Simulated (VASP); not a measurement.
# BaTe (Fm-3m) in VASP: further runs

The runs below take BaTe through single point, with r2SCAN.

All numbers are computed with VASP 6.6.1; they aren't measurements. Logs are shortened: lines on timing, memory, paths and dates and some standing lists are left out, and cuts for length are marked.

**1. Starting point**

The structure is cubic, space group Fm-3m (No. 225). Conventional cell: a = 6.820 Å, b = 6.820 Å, c = 6.820 Å, α = 90.00°, β = 90.00°, γ = 90.00°. Around Ba (site symmetry m-3m) lie 6 Te at 3.41 Å. Around Te (site symmetry m-3m) lie 6 Ba at 3.41 Å.

**2. Single point, r2SCAN**

File INCAR:

```
SYSTEM = BaTe
ADDGRID  = .FALSE.      
ALGO     = Normal         ! electronic algorithm
EDIFF    = 1E-6           ! SCF threshold, eV
ENCUT    = 250            ! plane-wave cutoff, eV
ISIF     = 2              ! what is computed and relaxed
ISMEAR   = 0              ! smearing method
LASPH    = .TRUE.         ! aspherical terms in the spheres
LCHARG   = .FALSE.        ! write CHGCAR
LMIXTAU  = .TRUE.       
LREAL    = .FALSE.        ! projectors in reciprocal space
LWAVE    = .FALSE.        ! write WAVECAR
METAGGA  = R2SCAN         ! meta-GGA
NELM     = 100            ! most SCF steps
PREC     = Accurate       ! precision mode
SIGMA    = 0.05           ! smearing width, eV
```

File KPOINTS:

```
k-points
0
G
  3 3 3
  0 0 0
```

File POSCAR:

```
BaTe
1.0
    0.0000000000      3.4100000000      3.4100000000
    3.4100000000      0.0000000000      3.4100000000
    3.4100000000      3.4100000000      0.0000000000
Ba Te
1 1
Direct
   -0.0114420000     -0.0073020000      0.0189620000
    0.5174540000      0.4974090000      0.5124580000
```

Potentials or basis: VASP PAW PBE potentials, release 64 (Ba_sv, Te).

On the command line:

```console
> cat potpaw_PBE.64/Ba_sv/POTCAR potpaw_PBE.64/Te/POTCAR > POTCAR
> mpirun -np 1 vasp_std > vasp.out
```

OUTCAR:

```text
SYSTEM = BaTe
   EDIFF = 1E-6
   ENCUT = 250
   ISIF = 2
   ISMEAR = 0
   LASPH = .TRUE.
   LREAL = .FALSE.
   METAGGA = R2SCAN
   NELM = 100
   PREC = Accurate

 Found     14 irreducible k-points:

 Following reciprocal coordinates:
            Coordinates               Weight
  0.000000  0.000000  0.000000      1.000000
  0.333333  0.000000  0.000000      2.000000
  0.000000  0.333333  0.000000      2.000000
  0.000000  0.000000  0.333333      2.000000
  0.333333  0.333333  0.333333      2.000000
  0.333333  0.333333  0.000000      2.000000
   k-points           NKPTS =     14   k-points in BZ     NKDIM =     14   number of bands    NBANDS=     12
   number of dos      NEDOS =    301   number of ions     NIONS =      2
   total plane-waves  NPLWV =  21952
   dimension x,y,z NGX =    28 NGY =   28 NGZ =   28
   dimension x,y,z NGXF=    56 NGYF=   56 NGZF=   56
   ions per type =               1   1
   NGX,Y,Z   is equivalent  to a cutoff of   9.65,  9.65,  9.65 a.u.
   NGXF,Y,Z  is equivalent  to a cutoff of  19.30, 19.30, 19.30 a.u.
 SYSTEM =  BaTe
   PREC   = accura    normal or accurate (medium, high low for compatibility)
   ISTART =      0    job   : 0-new  1-cont  2-samecut
   ICHARG =      2    charge: 1-file 2-atom 10-const
   ISPIN  =      1    spin polarized calculation?
   LNONCOLLINEAR =      F non collinear calculations
   LSORBIT =      F    spin-orbit coupling
   LASPH  =      T    aspherical Exc in radial PAW
   ENCUT  =  250.0 eV  18.37 Ry    4.29 a.u.   6.22  6.22  6.22*2*pi/ulx,y,z
   NELM   =    100;   NELMIN=  2; NELMDL= -5     # of ELM steps
   EDIFF  = 0.1E-05   stopping-criterion for ELM
   LREAL  =      F    real-space projection
   EDIFFG = 0.1E-04   stopping-criterion for IOM
   NSW    =      0    number of steps for IOM
   IBRION =     -1    ionic relax: 0-MD 1-quasi-New 2-CG
   NFREE  =      0    steps in history (QN), initial steepest desc. (CG)
   ISIF   =      2    stress and relaxation
   ISYM   =      2    0-nonsym 1-usesym 2-fastsym
   POTIM  = 0.5000    time-step for ionic-motion
   TEBEG  =    0.0;   TEEND  =   0.0 temperature during run
   PSTRESS=    0.0 pullay stress
   NELECT =      16.0000    total number of electrons
   NUPDOWN=      -1.0000    fix difference up-down
   EMIN   =  10.00;   EMAX   =-10.00  energy-range for DOS
   EFERMI =   0.00;   METHOD = LEGACY
   ISMEAR =     0;   SIGMA  =   0.05  broadening in eV -4-tet -1-fermi 0-gaus
   EFERMI_NEDOS =   21; number of points for ismear=-14 and -15
   IALGO  =     38    algorithm
   IMIX   =      4    mixing-type and parameters
     AMIX     =   0.40;   BMIX     =  1.00
     AMIX_MAG =   1.60;   BMIX_MAG =  1.00
  volume/ion in A,a.u.               =      39.65       267.58
  Fermi-wavevector in a.u.,A,eV,Ry     =   0.960175  1.814468 12.543704  0.921936
  Thomas-Fermi vector in A             =   2.089436
   LORBIT       =      0    0 simple, 1 ext, 2 COOP (PROOUT), +10 PAW based schemes
   METAGGA = R2SCAN    functional components
   LHFCALC =     F    Hartree Fock is set to
   AEXX    =    0.0000 exact exchange contribution
   IVDW    =     0    specifies the selected vdW correction
   LEPSILON=     F    determine dielectric tensor
   LRPA    =     F    only Hartree local field effects (RPA)
 non-spin polarized calculation
 Gauss-broadening in eV      SIGMA  =   0.05
  energy-cutoff  :      250.00
  volume of cell :       79.30
 maximum number of plane-waves:       725
 NGX is ok and might be reduce to    28
   NGX = 13   NGY = 13   NGZ = 13

 number of electron      16.0000000 magnetization

 Free energy of the ion-electron system (eV)
  ---------------------------------------------------
  ext. energy  EPLUGINS =         0.00000000
  ---------------------------------------------------
  free energy    TOTEN  =       -55.81875935 eV

  energy without entropy =      -55.81875935  energy(sigma->0) =      -55.81875935

 E-fermi :   2.9027     XC(G=0):  -8.9557

 val. band max:        2.5854895847   @ k =   0.0000   0.0000   0.0000
 cond. band min:       4.5801932023   @ k =   0.3333   0.3333   0.0000
 fundamental gap:      1.9947036176
 Fermi energy:         2.9026980225

 k-point     1 :       0.0000    0.0000    0.0000
  band No.  band energies     occupation
      1     -25.0373      2.00000
      2      -9.7964      2.00000
      3      -9.7885      2.00000
      4      -9.7845      2.00000
      5      -7.3771      2.00000
      6       2.5777      2.00000
      7       2.5786      2.00000
      8       2.5855      2.00000
      9       5.8649      0.00000
     10       5.9110      0.00000
     11       5.9228      0.00000
     12       6.5327      0.00000

 k-point     2 :       0.3333    0.0000    0.0000
  band No.  band energies     occupation
      1     -25.0209      2.00000
      2     -10.2853      2.00000
      3      -9.7985      2.00000
      4      -9.7942      2.00000
      5      -6.5923      2.00000
      6       0.6221      2.00000
      7       1.5490      2.00000
      8       1.5548      2.00000
      9       6.4691      0.00000
     10       7.2276      0.00000
     11       7.2380      0.00000
     12       8.9065      0.00000

 k-point     3 :       0.0000    0.3333    0.0000
  band No.  band energies     occupation
      1     -25.0207      2.00000
      2     -10.2912      2.00000
      3      -9.7984      2.00000
      4      -9.7949      2.00000
      5      -6.5855      2.00000
      6       0.6217      2.00000
      7       1.5584      2.00000
      8       1.5784      2.00000
      9       6.4358      0.00000
     10       7.2132      0.00000
     11       7.2248      0.00000
     12       8.8732      0.00000

 k-point     4 :       0.0000    0.0000    0.3333
  band No.  band energies     occupation
      1     -25.0207      2.00000
      2     -10.2910      2.00000
      3      -9.7984      2.00000
      4      -9.7949      2.00000
      5      -6.5857      2.00000
      6       0.6217      2.00000
      7       1.5582      2.00000
      8       1.5778      2.00000
      9       6.4366      0.00000
     10       7.2135      0.00000
     11       7.2251      0.00000
     12       8.8740      0.00000

 k-point     5 :       0.3333    0.3333    0.3333
  band No.  band energies     occupation
      1     -25.0209      2.00000
      2     -10.2860      2.00000
      3      -9.7985      2.00000
      4      -9.7942      2.00000
      5      -6.5915      2.00000
      6       0.6220      2.00000
      7       1.5503      2.00000
      8       1.5576      2.00000
      9       6.4650      0.00000
     10       7.2250      0.00000
     11       7.2371      0.00000
     12       8.9023      0.00000

 k-point     6 :       0.3333    0.3333    0.0000
  band No.  band energies     occupation
      1     -25.0154      2.00000
      2     -10.1114      2.00000
      3      -9.8765      2.00000
      4      -9.8719      2.00000
      5      -6.9565      2.00000
      6       0.9795      2.00000
      7       2.2111      2.00000
      8       2.2289      2.00000
      9       4.5802      0.00000
     10       7.3456      0.00000
     11       7.7514      0.00000
     12       8.6228      0.00000

 [... further k-points ...]
[... 5 lines left out ...]
  --------------------------------------------------------------------------------------
  -------------------------------------------------------------------------------------
  Total        2.2656109      2.4030587      2.5773816      0.0026904     -0.0532378      0.0043421
  in kB       45.7723035     48.5491724     52.0710308      0.0543548     -1.0755669      0.0877236
  external PRESSURE =      48.7975023 kB  Pullay stress =       0.0000000 kB

 VOLUME and BASIS-vectors are now :
 -----------------------------------------------------------------------------
  energy-cutoff  :      250.00
  volume of cell :       79.30
      direct lattice vectors                 reciprocal lattice vectors
     0.000000000  3.410000000  3.410000000    -0.146627566  0.146627566  0.146627566
     3.410000000  0.000000000  3.410000000     0.146627566 -0.146627566  0.146627566
     3.410000000  3.410000000  0.000000000     0.146627566  0.146627566 -0.146627566

 POSITION                                       TOTAL-FORCE (eV/Angst)
 -----------------------------------------------------------------------------------
      3.44976      3.43564      6.75608        -0.016856      0.214329      0.333056
      3.44365      3.51200      3.46068         0.016856     -0.214329     -0.333056
 -----------------------------------------------------------------------------------
    total drift:                                0.000116      0.000786      0.001291

  FREE ENERGIE OF THE ION-ELECTRON SYSTEM (eV)
  ---------------------------------------------------
  free  energy   TOTEN  =       -55.8187593460 eV

  energy  without entropy=      -55.8187593460  energy(sigma->0) =      -55.81875935
```

It took 66 s on 1 thread of AMD EPYC 7R43 (Zen 3), shared host; peak memory 0.12 GiB.

The run converged, but some of its settings lie outside the range that counts as converged, so its numbers aren't taken as properties of the crystal.

What came out:

```
Free energy            : -55.8188 eV
Pressure               : 4.9 GPa
Largest force          : 0.396 eV/Å
Band gap on the k mesh : 1.99 eV, indirect (least direct gap 2.35 eV)
```

Caveat: the k mesh is coarse (spacing up to 0.53 Å⁻¹), so the values aren't converged; the PAW data sets were made with another functional, which shifts forces and pressure a little; spin-orbit coupling is left out, which moves the levels of the heavy elements; an odd mesh through Γ misses points on the zone boundary, where band edges often lie.

(Part 1 of 2 ends here.)
